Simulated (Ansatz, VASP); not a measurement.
## One calculation of BN, two programs

The input INCAR:

```
ALGO = Normal
EDIFF = 1E-7
ENCUT = 520
GGA = PE
ISIF = 2
ISMEAR = -1
LASPH = True
LCHARG = False
LREAL = False
LWAVE = False
NBANDS = 16
NELM = 100
PREC = Accurate
SIGMA = 0.05
```

Contents of KPOINTS:

```
k-points
0
Gamma
  12 12 6
```

Contents of POSCAR:

```
BN
1.0
    2.5018037563      0.0000000000      0.0000000000
   -1.2509018782      2.1666256083      0.0000000000
    0.0000000000      0.0000000000      4.1405684416
N B
2 2
Direct
    0.3333333333      0.6666666667      0.1252760000
    0.6666666667      0.3333333333      0.6252760000
    0.3333333333      0.6666666667      0.4997240000
    0.6666666667      0.3333333333      0.9997240000
```

input.yaml

```yaml
crystal:
  lattice:
    - [2.5018037563, 0.0, 0.0]
    - [-1.2509018782, 2.1666256083, 0.0]
    - [0.0, 0.0, 4.1405684416]
  atoms:
    - { symbol: "N", position: [0.3333333333, 0.6666666667, 0.125276] }
    - { symbol: "N", position: [0.6666666667, 0.3333333333, 0.625276] }
    - { symbol: B, position: [0.3333333333, 0.6666666667, 0.499724] }
    - { symbol: B, position: [0.6666666667, 0.3333333333, 0.999724] }
hamiltonian:
  xc: pbe
  pseudopotentials: { kind: paw }
kpoints:
  mp_grid: { grid: [12, 12, 6] }
scf:
  occupations: { method: fermi_dirac, width: 0.05 }
output:
  forces: true
  stress: true
  eigenvalues: true
  write_density: true
  write_potential: true
  elf: true
  volumetric_format: npy
```

Change from the starting cell: volume scaled by 0.94.

Alike in both runs: task single point; functional PBE; k mesh 12 × 12 × 6; occupations fermi-dirac, width 0.05 eV; no spin polarisation.

|  | VASP | Ansatz |
| --- | --- | --- |
| version | VASP 6.6.1 | Ansatz 0.2.0 |
| potentials or method | VASP PAW PBE potentials, release 64 (N, B) | Ansatz PAW |
| plane-wave cutoff (eV) | 520 | 420 |
| valence electrons in the cell | 16 | 16 |

Ansatz gave:

| Item | Value |
| --- | --- |
| gap on the k mesh at the Fermi level (eV) | 5.11 |
| least direct gap on the mesh (eV) | 8.54 |
| pressure (GPa) | 25.7 |
| largest component of the traceless stress (GPa) | 0.31 |
| rms of the force components (eV/Å) | 0.020 |

Task: Which values does VASP return?

Result: gap on the k mesh at the Fermi level (eV): 5.09; least direct gap on the mesh (eV): 8.53; pressure (GPa): 26.2; largest component of the traceless stress (GPa): 0.34; rms of the force components (eV/Å): 0.021.

Atom by atom the forces differ by 0.001 eV/Å (rms over components). The functional is the same, so the differences come from potentials, cutoffs and numerics.

Caveats: the pressure holds a Pulay correction of +1.1 GPa for the finite cutoff (Ansatz). A k mesh can miss the band edges.
